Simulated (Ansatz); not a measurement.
## How far is this CdS from the hull?

Level of theory: DFT PBE, scalar-relativistic, plane waves, PAW in Ansatz 0.2.0. All cells share a 420 eV cutoff and Γ-centred k meshes spaced at most about 0.3 Å⁻¹ (about 0.25 or finer for metals, 2π included). No spin polarisation.

Energies over the elements count from the elements' standard structures at the same level, with no fitted energy shifts.

Temperature and zero-point effects are left out. The reference form of S is held partly by dispersion forces, which this level lacks.

The competitors are the elements and 1 reference phase of this chemical system (from databases or known types: CdS), relaxed at the same level; other known phases may be missing.

The candidate was reached from: close-packed metal layers stacked AB.

Space group P6_3/mmc (No. 194). a = 3.788 Å, b = 3.788 Å, c = 6.833 Å, α = 90.00°, β = 90.00°, γ = 120.00°
| atom | site | symmetry | x | y | z |
| --- | --- | --- | --- | --- | --- |
| Cd | 2d | -6m2 | 0.3333 | 0.6667 | 0.7500 |
| S | 2a | -3m. | 0.0000 | 0.0000 | 0.0000 |

**Question.** Where does it stand against these competitors?

**Answer.** Not the lowest form: another structure of the same formula lies lower. Its formation energy is -0.360 eV/atom. The lowest competing phase at this composition is this:

| phase | space group | source | share of atoms | ΔE_f (eV/atom) |
| --- | --- | --- | --- | --- |
| CdS | P6_3mc (No. 186) | COD | 1.0000 | -0.660 |

The candidate lies 0.30 eV/atom above this phase. The candidate matches no cell in the subsets of the Crystallography Open Database and the Materials Project at hand. A phase this far over the hull is unlikely to be made. It has the anti-nickel arsenide type.
